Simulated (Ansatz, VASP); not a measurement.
## One calculation of CaO, two programs

```xyz
2
Lattice="0.0000 2.3539 2.3539 2.3539 0.0000 2.3539 2.3539 2.3539 0.0000" Properties=species:S:1:pos:R:3 pbc="T T T"
Ca    0.0000    0.0000    0.0000
O     2.3539    2.3539    2.3539
```

Alike in both runs: task single point; functional LDA; k mesh 8 × 8 × 8; no spin polarisation.

```csv
,VASP,Ansatz
version,VASP 6.6.1,Ansatz 0.2.0
potentials or method,"VASP PAW LDA potentials, release 64 (Ca_sv, O)","PAW with Ansatz's default frozen-core files, scalar-relativistic"
plane-wave cutoff (eV),520,420
occupations,"gaussian, width 0.01 eV",fixed
valence electrons in the cell,16,16
```

|  | VASP | Ansatz | Ansatz less VASP |
| --- | --- | --- | --- |
| gap on the k mesh at the Fermi level (eV) | 3.42 | 3.45 | +0.032 |
| pressure (GPa) | 1.0 | 0.0 | -1.00 |

A k mesh can miss the band edges. Expect the measured gap to be larger: semilocal functionals such as LDA lack the derivative discontinuity.
